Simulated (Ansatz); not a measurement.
Al2Pt:

```
CELL_PARAMETERS angstrom
0.00000 2.95500 2.95500
2.95500 0.00000 2.95500
2.95500 2.95500 0.00000
ATOMIC_POSITIONS crystal
Pt 0.00000 0.00000 0.00000
Al 0.75000 0.75000 0.75000
Al 0.25000 0.25000 0.25000
```

Base run:

| Quantity | Value |
| --- | --- |
| Program | Ansatz 0.2.0 |
| Functional | PBE |
| Potentials or basis | all-electron LAPW, scalar-relativistic |
| Cutoff | 257 eV |
| Density cutoff | 1026 eV |
| Basis error allowed | 0.001 eV/atom |
| k mesh | 8 × 8 × 8 |
| Occupations | fermi-dirac, width 0.05 eV |
| Spin | no spin polarisation |

Its results: pressure 2.5 GPa.

**Question.** After a change of settings the same cell gave: pressure -3.9 GPa. Which change was it?
A. functional from PBE to PBEsol; basis error allowed from 0.001 eV/atom to 0.002 eV/atom
B. functional from PBE to PBEsol
C. basis error allowed from 0.001 eV/atom to 0.002 eV/atom
D. functional from PBE to LDA; basis error allowed from 0.001 eV/atom to 0.002 eV/atom

**Answer.** D.

Not every run made on this cell is shown here.
